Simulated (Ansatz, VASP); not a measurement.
**Rb in VASP and in Ansatz**

```
Rb
1.0
    -2.80600    2.80600    2.87615
     2.80600   -2.80600    2.87615
     2.80600    2.80600   -2.87615
Rb
1
Direct
  0.00000 0.00000 0.00000
```

Change from the starting cell: strain +0.000 along x and y, +0.025 along z, atoms carried along.

Alike in both runs: task single point; functional PBEsol; k mesh 12 × 12 × 12; occupations gaussian, width 0.15 eV; no spin polarisation.

|  | VASP | Ansatz |
| --- | --- | --- |
| version | VASP 6.6.1 | Ansatz 0.2.0 |
| potentials or method | VASP PAW PBE potentials, release 64 (Rb_sv) | scalar-relativistic, plane waves, PAW |
| plane-wave cutoff (eV) | 520 | 420 |
| valence electrons in the cell | 9 | 9 |

|  | VASP | Ansatz | Ansatz less VASP |
| --- | --- | --- | --- |
| gap on the k mesh at the Fermi level (eV) | none | none | - |
| pressure (GPa) | -0.1 | -0.1 | 0.00 |

A gap of «none» marks a metal or a gap that the smearing closes.

Caveats: the PAW data sets were made with another functional, which shifts forces and pressure a little (VASP).
